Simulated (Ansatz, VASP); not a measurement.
One calculation of AgCl, two programs

The input POSCAR:

```
AgCl
1.0
    0.0000000000      2.7540539596      2.7540539596
    2.7540539596      0.0000000000      2.7540539596
    2.7540539596      2.7540539596      0.0000000000
Ag Cl
1 1
Direct
    0.0000000000      0.0000000000      0.0000000000
    0.5000000000      0.5000000000      0.5000000000
```

INCAR.step1

```
SYSTEM = AgCl
PREC = Accurate
ENCUT = 520
ISMEAR = -1
SIGMA = 0.01
LREAL = .False.
LASPH = .True.
NELM = 80
NBANDS = 16
GGA = PE
ALGO = Normal
EDIFF = 1E-4
LWAVE = .True.
LCHARG = .False.
```

The input INCAR.step2:

```
SYSTEM = AgCl
PREC = Accurate
ENCUT = 520
EDIFF = 1E-8
ISMEAR = -1
SIGMA = 0.01
LREAL = .False.
LASPH = .True.
NELM = 80
ALGO = Normal
ISIF = 2
LWAVE = .False.
LCHARG = .False.
METAGGA = R2SCAN
LMIXTAU = .True.
LEFG = .True.
NBANDS = 16
ISTART = 1
```

KPOINTS

```
regular mesh
0
Gamma
  9 9 9
  0 0 0
```

Input for Ansatz:

```yaml
crystal:
  lattice:
    - [0.0, 2.7540539596, 2.7540539596]
    - [2.7540539596, 0.0, 2.7540539596]
    - [2.7540539596, 2.7540539596, 0.0]
  atoms:
    - { symbol: Ag, position: [0.0, 0.0, 0.0] }
    - { symbol: Cl, position: [0.5, 0.5, 0.5] }
kpoints:
  mp_grid: { grid: [9, 9, 9] }
scf:
  occupations: { method: fermi_dirac, width: 0.01 }
hamiltonian:
  xc: r2scan
  pseudopotentials: { kind: paw }
output:
  forces: true
  stress: true
  eigenvalues: true
  efg: { contact_densities: true }
```

Change from the starting cell: volume scaled by 0.98, PAW files.

Alike in both runs: task electric field gradients; functional r2SCAN; k mesh 9 × 9 × 9; occupations fermi-dirac, width 0.01 eV; no spin polarisation.

|  | VASP | Ansatz |
| --- | --- | --- |
| version | VASP 6.6.1 | Ansatz 0.2.0 |
| potentials or method | VASP PAW PBE potentials, release 64 (Ag, Cl) | PAW with Ansatz's default frozen-core files, scalar-relativistic |
| plane-wave cutoff (eV) | 520 | 500 |
| valence electrons in the cell | 18 | 26 |

VASP gave:

```
gap on the k mesh at the Fermi level (eV)                      : 1.47
pressure (GPa)                                                 : 1.0
Vzz of the field gradient on the site that differs most (V/Å²) : 0.0
```

Estimate Ansatz's values.

gap on the k mesh at the Fermi level (eV): 1.52; pressure (GPa): 1.1; Vzz of the field gradient on the site that differs most (V/Å²): 0.0.

The two sets of potentials don't hold the same shells in valence. Ansatz warned: «gradients_without_spin_orbit».

Caveats: the PAW data sets were made with another functional, which shifts forces and pressure a little (VASP); an odd mesh through Γ misses points on the zone boundary, where band edges often lie.
